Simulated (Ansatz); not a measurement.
# MoP: how the free axis answers a strain

MoP, P-6m2, a = 3.206 Å, c = 3.174 Å. The structure is a COD entry; whether it is the stable form wasn't checked. Ansatz: PBEsol, PAW, 420 eV, Γ-centred 18×18×16 mesh on 2 atoms, Gaussian smearing 0.10 eV; no spin polarisation. Series: biaxial strain in the a-b plane, c and atoms relaxed; x is the strain in per cent. y is the change of c in per cent of 3.174 Å.

| x (%) | y (%) |
| --- | --- |
| -6.0 | 5.18 |
| -4.0 | 2.85 |
| -2.0 | 1.35 |
| 0.0 | 0.00 |
| 2.0 | -1.27 |
| 4.0 | ? |
| 6.0 | -3.75 |

Fit y = c1 x + c2 x² to the other rows, say what c1 measures, and predict the missing y.

Least squares on the rows shown. y = −0.7196 x + 0.01783 x². With no stress along c, c1 = −2C13/C33 = -0.720. With a term in x³ added, the coefficient of x becomes -0.6037, 16 % less, which shows how far this figure hangs on the form. At x = 4.0 the fit asked for gives -2.59 %. The run gave -2.48 %, so the fit is 0.11 % too low, within the rms miss on the fitted rows (0.19 %).

Cost: 7 runs of about 5.6 core-minutes in all, on Arm Neoverse V2 (shared hosts).